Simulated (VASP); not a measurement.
Input of a VASP 6.6.1 run:

The input INCAR:

```
  ALGO = Normal
  EDIFF = 1E-7
  ENCUT = 520
  GGA_COMPAT = False
  ISIF = 2
  ISMEAR = 0
  KPAR = 2
  LASPH = True
  LCHARG = False
  LMIXTAU = True
  LORBIT = 11
  LREAL = False
  LSORBIT = True
  LWAVE = False
  MAGMOM = 0 0 0 0 0 0
  METAGGA = R2SCAN
  NELM = 60
  PREC = Accurate
  SIGMA = 0.02
```

Contents of KPOINTS:

```
k-points
0
Gamma
  6 6 6
```

The input POSCAR:

```
CaSe
1.0
    0.0000000000      2.9560000000      2.9560000000
    2.9560000000      0.0000000000      2.9560000000
    2.9560000000      2.9560000000      0.0000000000
Se Ca
1 1
Direct
    0.5000000000      0.5000000000      0.5000000000
    0.0000000000      0.0000000000      0.0000000000
```

Contents of KPOINTS_OPT:

```
path GXWKGLUWLK,UX
10
line-mode
reciprocal
 0.0000000000  0.0000000000  0.0000000000  G
 0.5000000000  0.0000000000  0.5000000000  X

 0.5000000000  0.0000000000  0.5000000000  X
 0.5000000000  0.2500000000  0.7500000000  W

 0.5000000000  0.2500000000  0.7500000000  W
 0.3750000000  0.3750000000  0.7500000000  K

 0.3750000000  0.3750000000  0.7500000000  K
 0.0000000000  0.0000000000  0.0000000000  G

 0.0000000000  0.0000000000  0.0000000000  G
 0.5000000000  0.5000000000  0.5000000000  L

 0.5000000000  0.5000000000  0.5000000000  L
 0.6250000000  0.2500000000  0.6250000000  U

 0.6250000000  0.2500000000  0.6250000000  U
 0.5000000000  0.2500000000  0.7500000000  W

 0.5000000000  0.2500000000  0.7500000000  W
 0.5000000000  0.5000000000  0.5000000000  L

 0.5000000000  0.5000000000  0.5000000000  L
 0.3750000000  0.3750000000  0.7500000000  K

 0.6250000000  0.2500000000  0.6250000000  U
 0.5000000000  0.0000000000  0.5000000000  X
```

Potentials or basis: VASP PAW PBE potentials, release 64 (Se, Ca_sv).

Launch:

```console
$ cat potpaw_PBE.64/Se/POTCAR potpaw_PBE.64/Ca_sv/POTCAR > POTCAR
$ mpirun -np 2 vasp_ncl > vasp.out
```

(1) Predict the pressure.

## Answers

(1) 0.9 GPa.

Caveat: the PAW data sets were made with another functional, which shifts forces and pressure a little.
